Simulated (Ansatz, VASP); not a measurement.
NbH2: VASP beside Ansatz

```xyz
3
Lattice="0.0000 2.2402 2.2402 2.2402 0.0000 2.2402 2.2402 2.2402 0.0000" Properties=species:S:1:pos:R:3 pbc="T T T"
Nb    0.0000    0.0000    0.0000
H     1.1201    1.1201    1.1201
H     3.3603    3.3603    3.3603
```

Alike in both runs: task single point; functional PBEsol; k mesh 11 × 11 × 11; no spin polarisation.

|  | VASP | Ansatz |
| --- | --- | --- |
| version | VASP 6.6.1 | Ansatz 0.2.0 |
| potentials or method | VASP PAW PBE potentials, release 64 (Nb_sv, H) | plane waves, PAW |
| plane-wave cutoff (eV) | 520 | 470 |
| occupations | methfessel-paxton of order 1, width 0.1 eV | cold |
| valence electrons in the cell | 15 | 15 |

```tsv
	VASP	Ansatz	Ansatz less VASP
pressure (GPa)	4.5	5.0	+0.50
```

Caveats: the PAW data sets were made with another functional, which shifts forces and pressure a little (VASP).
